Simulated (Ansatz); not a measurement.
# Rb: the cost of one run

Program: Ansatz 0.2.0. Level of theory: DFT PBEsol, scalar-relativistic, plane waves, PAW. These are calculated values, not measurements.

## Step 1: Starting point

Symmetry: Cmcm, No. 63, orthorhombic system. Conventional cell: a = 5.076 Å, b = 8.889 Å, c = 8.448 Å, α = 90.00°, β = 90.00°, γ = 90.00°.

Coordinates:

```xyz
2
Lattice="2.5382 -4.4447 0.0000 2.5382 4.4447 0.0000 0.0000 0.0000 8.4480" Properties=species:S:1:pos:R:3 pbc="T T T"
Rb    2.5382   -3.0198    6.3360
Rb    2.5382    3.0198    2.1120
```

The structure comes from the Materials Project (structure only).

## Step 2: A distortion of lower symmetry

The change: strain xx, yy, zz, yz, xz, xy = +6.0, -1.0, -5.0, +0.0, +3.5, +0.0 %; atoms moved by 0.03 Å root mean square, at most 0.03 Å.

Input file input.yaml:

```yaml
crystal:
  lattice:
    - [2.6902637815, -4.4016496531, 0.0887600238]
    - [2.6902637815, 4.4016496531, 0.0887600238]
    - [0.2954266579, 0.0, 8.0216320987]
  atoms:
    - { symbol: Rb, position: [0.8430860515, 0.1569139485, 0.75] }
    - { symbol: Rb, position: [0.1569139485, 0.8430860515, 0.25] }
basis:
  ecutwfc: 420
kpoints:
  mp_grid: { grid: [8, 8, 6] }
hamiltonian:
  xc: pbesol
scf:
  occupations: { method: gaussian, width: 0.1 }
output:
  forces: true
  stress: true
  eigenvalues: true
```

The run is started by

```bash
> ansatz run input.yaml --threads 1 --pin off --max-ram 1331MiB --backend cpu --events-out ev --progress --plain --runs-dir out
```

**Question.** How long does this run take on 1 thread of an x86-64 CPU, shared host, and how much memory does it need?

About 24 s, with a peak of 0.55 GiB.
